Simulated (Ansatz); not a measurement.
Simulated powder pattern, Mo Kα, λ = 0.71073 Å (kinematic, ideal powder, no thermal factors, no anomalous dispersion; the 30 strongest lines at most, above 1 %, up to 2θ = 45°):

| 2θ (°) | d (Å) | I/Imax (%) |
|---|---|---|
| 13.18 | 3.097 | 100 |
| 17.05 | 2.397 | 67 |
| 18.68 | 2.190 | 17 |
| 19.46 | 2.103 | 8.6 |
| 20.91 | 1.958 | 3.1 |
| 25.40 | 1.617 | 73 |
| 26.54 | 1.548 | 19 |
| 28.73 | 1.432 | 9.3 |
| 29.74 | 1.385 | 15 |
| 31.71 | 1.301 | 25 |
| 31.73 | 1.300 | 16 |
| 34.49 | 1.199 | 6.6 |
| 37.06 | 1.118 | 11 |
| 37.88 | 1.095 | 4.5 |
| 39.51 | 1.051 | 9.6 |
| 40.28 | 1.032 | 4.8 |
| 41.81 | 0.996 | 11 |
| 41.83 | 0.996 | 9.4 |
| 42.56 | 0.979 | 4.9 |
| 44.78 | 0.933 | 3.5 |

The pattern belongs to a structure relaxed with LDA in the plane-wave PAW code Ansatz.

The compound is GeO2.

### Question
Give the crystal system and the lattice parameters.

### Answer
tetragonal, P4_2/mnm; a = 4.379 Å, c = 2.865 Å.

The LDA relaxation kept the symmetry of its start; phonons on a q-mesh show no instability.

Potentials: the later of the program's two PAW sets.
